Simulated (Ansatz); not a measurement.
## Ru: eigenvalues along the path

```yaml
crystal:
  lattice:
    - [2.70580, 0.00000, 0.00000]
    - [-1.35290, 2.34329, 0.00000]
    - [0.00000, 0.00000, 4.28190]
  atoms:
    - { symbol: Ru, position: [0.33333, 0.66667, 0.25000] }
    - { symbol: Ru, position: [0.66667, 0.33333, 0.75000] }
```

Atom numbers follow the list: Ru1, Ru2.

The cell is COD entry 9017842, as deposited and not checked against the literature; nothing was relaxed.

The calculation used Ansatz 0.2.0, DFT, PBE, all-electron LAPW, scalar-relativistic.

Sampling and basis: a Γ-centred 14×14×8 k mesh, Fermi–Dirac smearing of 0.03 eV, basis error target 1 meV/atom, no spin polarisation.

Path points, in fractions of the reciprocal vectors: Γ (0.000, 0.000, 0.000), M (0.500, 0.000, 0.000), K (0.333, 0.333, 0.000), A (0.000, 0.000, 0.500), L (0.500, 0.000, 0.500), H (0.333, 0.333, 0.500). Levels in eV from the Fermi level; bands 19 to 30, counted from the lowest band of the run. The gap is zero.

```
# k(1/Å) point b19 b20 b21 b22 b23 b24 b25 b26 b27 b28 b29 b30
0.000 Γ -7.97 -6.19 -2.58 -2.58 -2.41 -1.90 -1.90 -1.38 -1.38 1.20 1.20 1.30
0.168 - -7.83 -6.08 -2.87 -2.46 -2.16 -1.96 -1.79 -1.52 -1.47 0.01 1.25 2.68
0.335 - -7.41 -5.78 -3.26 -2.16 -2.12 -2.06 -1.77 -1.70 -1.47 -0.81 1.39 4.22
0.503 - -6.80 -5.45 -3.58 -2.94 -2.34 -2.01 -1.57 -1.29 -1.23 -0.97 1.55 5.81
0.670 - -6.15 -5.33 -3.80 -3.58 -2.38 -2.32 -1.52 -0.85 -0.62 -0.33 1.69 7.41
0.838 - -5.77 -5.41 -4.52 -3.18 -2.60 -2.18 -1.74 -0.06 0.31 0.39 1.80 8.97
1.006 - -5.90 -5.35 -5.06 -2.82 -2.56 -1.92 -1.85 0.70 1.09 1.54 1.88 9.17
1.173 - -6.07 -5.39 -5.35 -2.96 -2.03 -2.01 -1.60 1.25 1.64 1.92 3.01 7.39
1.341 M -6.14 -5.50 -5.36 -3.00 -2.06 -1.78 -1.51 1.45 1.86 1.93 4.08 6.14
1.437 - -6.09 -5.50 -5.32 -3.01 -2.08 -1.86 -1.50 1.46 1.80 1.91 4.14 6.20
1.534 - -5.95 -5.50 -5.20 -3.04 -2.12 -2.06 -1.49 1.50 1.63 1.84 4.33 6.35
1.631 - -5.72 -5.50 -5.02 -3.06 -2.36 -2.19 -1.45 1.40 1.52 1.75 4.62 6.54
1.728 - -5.51 -5.43 -4.81 -3.08 -2.70 -2.29 -1.40 1.17 1.50 1.66 5.00 6.71
1.824 - -5.53 -5.09 -4.60 -3.07 -3.04 -2.41 -1.31 0.99 1.44 1.57 5.46 6.85
1.921 - -5.55 -4.74 -4.43 -3.37 -3.03 -2.54 -1.20 0.88 1.34 1.50 5.97 6.95
2.018 - -5.57 -4.44 -4.33 -3.64 -2.95 -2.69 -1.10 0.89 1.20 1.47 6.52 7.07
2.115 K -5.58 -4.30 -4.30 -3.76 -2.83 -2.83 -1.06 1.02 1.02 1.46 7.03 7.25
2.308 - -5.52 -4.54 -4.38 -3.64 -3.05 -2.51 -1.22 0.59 1.46 1.49 5.48 7.98
2.502 - -5.29 -4.75 -4.50 -3.84 -3.15 -2.13 -1.60 0.09 1.53 1.56 3.81 9.41
2.695 - -4.89 -4.84 -4.63 -4.30 -3.06 -2.02 -1.77 -0.42 0.94 1.61 2.20 10.28
2.889 - -5.54 -4.83 -4.28 -4.15 -2.81 -2.32 -1.45 -0.91 -0.08 0.75 1.61 8.52
3.082 - -6.44 -5.20 -3.90 -3.25 -2.41 -2.35 -1.36 -1.19 -1.12 -0.43 1.55 6.60
3.276 - -7.24 -5.66 -3.41 -2.23 -2.19 -1.94 -1.94 -1.75 -1.27 -0.89 1.42 4.71
3.469 - -7.78 -6.04 -2.93 -2.42 -2.11 -1.99 -1.75 -1.54 -1.53 -0.14 1.27 2.91
3.663 Γ -7.97 -6.19 -2.58 -2.58 -2.41 -1.90 -1.90 -1.38 -1.38 1.20 1.20 1.30
3.755 - -7.93 -6.18 -2.61 -2.61 -2.43 -1.93 -1.93 -1.31 -1.31 1.14 1.20 1.20
3.846 - -7.80 -6.13 -2.68 -2.68 -2.50 -2.00 -2.00 -1.14 -1.14 0.73 1.21 1.21
3.938 - -7.59 -6.07 -2.76 -2.76 -2.59 -2.11 -2.11 -0.90 -0.90 0.13 1.20 1.20
4.030 - -7.31 -5.99 -2.82 -2.82 -2.71 -2.25 -2.25 -0.61 -0.61 -0.55 1.17 1.17
4.121 - -6.98 -5.92 -2.85 -2.85 -2.82 -2.39 -2.39 -1.23 -0.31 -0.31 1.09 1.09
4.213 - -6.62 -5.88 -2.89 -2.85 -2.85 -2.53 -2.53 -1.85 0.00 0.00 0.97 0.97
4.305 - -6.30 -5.91 -2.87 -2.82 -2.82 -2.65 -2.65 -2.36 0.29 0.29 0.79 0.79
4.396 A -6.05 -6.05 -2.75 -2.75 -2.75 -2.75 -2.70 -2.70 0.56 0.56 0.56 0.56
4.564 - -5.91 -5.91 -3.13 -3.13 -2.65 -2.65 -2.50 -2.50 0.54 0.54 0.66 0.66
4.732 - -5.55 -5.55 -3.59 -3.59 -2.49 -2.49 -2.39 -2.39 0.50 0.50 0.93 0.93
4.899 - -5.19 -5.19 -3.91 -3.91 -2.56 -2.56 -1.99 -1.99 0.48 0.48 1.32 1.32
5.067 - -5.23 -5.23 -3.96 -3.96 -2.31 -2.31 -1.57 -1.57 0.54 0.54 1.74 1.74
5.234 - -5.52 -5.52 -4.09 -4.09 -1.51 -1.51 -1.25 -1.25 0.79 0.79 2.16 2.16
5.402 - -5.80 -5.80 -4.30 -4.30 -1.10 -1.10 -0.53 -0.53 1.18 1.18 2.63 2.63
5.570 - -5.98 -5.98 -4.46 -4.46 -1.05 -1.05 0.20 0.20 1.55 1.55 3.14 3.14
5.737 L -6.04 -6.04 -4.52 -4.52 -1.05 -1.05 0.46 0.46 1.70 1.70 3.41 3.41
5.834 - -6.00 -6.00 -4.49 -4.49 -1.15 -1.15 0.40 0.40 1.62 1.62 3.64 3.64
5.931 - -5.89 -5.89 -4.41 -4.41 -1.42 -1.42 0.21 0.21 1.52 1.52 4.19 4.19
6.027 - -5.71 -5.71 -4.28 -4.28 -1.78 -1.78 -0.09 -0.09 1.47 1.47 4.90 4.90
6.124 - -5.49 -5.49 -4.12 -4.12 -2.16 -2.16 -0.43 -0.43 1.44 1.44 5.69 5.69
6.221 - -5.25 -5.25 -3.98 -3.98 -2.49 -2.49 -0.74 -0.74 1.39 1.39 6.52 6.52
6.318 - -5.00 -5.00 -3.93 -3.93 -2.68 -2.68 -0.99 -0.99 1.33 1.33 7.35 7.35
6.414 - -4.79 -4.79 -4.02 -4.02 -2.71 -2.71 -1.13 -1.13 1.27 1.27 8.09 8.09
6.511 H -4.69 -4.69 -4.10 -4.10 -2.70 -2.70 -1.17 -1.17 1.24 1.24 8.46 8.46
6.705 - -4.93 -4.93 -3.88 -3.88 -2.72 -2.72 -1.19 -1.19 1.39 1.39 7.16 7.16
6.898 - -5.17 -5.17 -3.66 -3.66 -2.71 -2.71 -1.38 -1.38 1.66 1.66 5.12 5.12
7.092 - -5.21 -5.21 -3.50 -3.50 -2.90 -2.90 -1.43 -1.43 1.65 1.65 3.27 3.27
7.285 - -5.07 -5.07 -3.59 -3.59 -3.10 -3.10 -1.40 -1.40 1.09 1.09 2.13 2.13
7.479 - -4.99 -4.99 -3.97 -3.97 -2.84 -2.84 -1.71 -1.71 0.57 0.57 1.54 1.54
7.672 - -5.40 -5.40 -3.73 -3.73 -2.58 -2.58 -2.23 -2.23 0.49 0.49 1.05 1.05
7.866 - -5.87 -5.87 -3.20 -3.20 -2.62 -2.62 -2.48 -2.48 0.54 0.54 0.69 0.69
8.059 A -6.05 -6.05 -2.75 -2.75 -2.75 -2.75 -2.70 -2.70 0.56 0.56 0.56 0.56
```
